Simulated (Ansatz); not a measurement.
**Ti: a sweep of the smearing**

Aim: hold Ti and all else fixed and vary the smearing, to see how far energy and properties move.

Method: DFT, PBE, all-electron LAPW, scalar-relativistic, in Ansatz 0.2.0.

## Step 1: The starting structure

The structure is cubic, space group Im-3m (No. 229). The conventional cell has a = 3.282 Å, b = 3.282 Å, c = 3.282 Å, α = 90.00°, β = 90.00°, γ = 90.00°. Ti (site symmetry m-3m) is surrounded by 8 Ti at 2.84 Å.

Coordinates:

```cif
data_structure
_symmetry_space_group_name_H-M 'Im-3m'
_symmetry_Int_Tables_number 229
_cell_length_a 3.2820
_cell_length_b 3.2820
_cell_length_c 3.2820
_cell_angle_alpha 90.000
_cell_angle_beta 90.000
_cell_angle_gamma 90.000
_cell_volume 35.35
loop_
_atom_site_label
_atom_site_type_symbol
_atom_site_symmetry_multiplicity
_atom_site_Wyckoff_symbol
_atom_site_fract_x
_atom_site_fract_y
_atom_site_fract_z
_atom_site_occupancy
Ti1 Ti 2 a 0.00000 0.00000 0.00000 1
```

The file gives the conventional cell by its symmetry; the runs use the cell typed in the input.

The geometry is a database entry used as it stands. It may stem from high pressure or temperature, or be incomplete, so it serves as a test cell.

## Step 2: With Fermi–Dirac smearing of 0.28 eV

Contents of input.yaml:

```yaml
crystal:
  lattice:
    - [-1.641, 1.641, 1.641]
    - [1.641, -1.641, 1.641]
    - [1.641, 1.641, -1.641]
  atoms:
    - { symbol: Ti, position: [0.0, 0.0, 0.0] }
kpoints:
  mp_grid: { grid: [14, 14, 14] }
scf:
  occupations: { method: fermi_dirac, width: 0.28 }
hamiltonian:
  xc: pbe
  pseudopotentials: { kind: all_electron, lapw: { basis_error: 0.00025 } }
output:
  forces: true
  stress: true
  eigenvalues: true
```

Run with:

```console
ansatz run input.yaml --threads 1 --pin off --max-ram 2048MiB --backend cpu --events-out ev --progress --plain --runs-dir out
```

## Step 3: With Fermi–Dirac smearing of 0.01 eV

Changes to input.yaml since step 2:

```diff
@@ -10,3 +10,3 @@
 scf:
-  occupations: { method: fermi_dirac, width: 0.28 }
+  occupations: { method: fermi_dirac, width: 0.01 }
 hamiltonian:
```

## Step 4: With cold smearing of 0.15 eV

Changes to input.yaml since step 3:

```diff
@@ -10,3 +10,3 @@
 scf:
-  occupations: { method: fermi_dirac, width: 0.01 }
+  occupations: { method: cold, width: 0.15 }
 hamiltonian:
```

## Step 5: With Fermi–Dirac smearing of 0.15 eV

Changes to input.yaml since step 4:

```diff
@@ -10,3 +10,3 @@
 scf:
-  occupations: { method: cold, width: 0.15 }
+  occupations: { method: fermi_dirac, width: 0.15 }
 hamiltonian:
```

## Step 6: With tetrahedron filling

Changes to input.yaml since step 5:

```diff
@@ -10,3 +10,3 @@
 scf:
-  occupations: { method: fermi_dirac, width: 0.15 }
+  occupations: { method: tetrahedron }
 hamiltonian:
```

(Steps that only read results are left out.)

Q: Predict the outcome of this session. Wanted: pressure, lowest to highest.

As calculated:

| quantity | value |
| --- | --- |
| largest change of energy from «Fermi–Dirac smearing of 0.28 eV» (zero smearing) | 32.3 meV/atom (Fermi–Dirac smearing of 0.01 eV) |
| pressure, lowest to highest (LAPW) | -2.51 to 0.05 GPa |

In words: Across the runs the energy spans 32.3 meV/atom. The pressure spans 2.57 GPa (LAPW, the tetrahedron run left out, since its derivatives are unreliable).
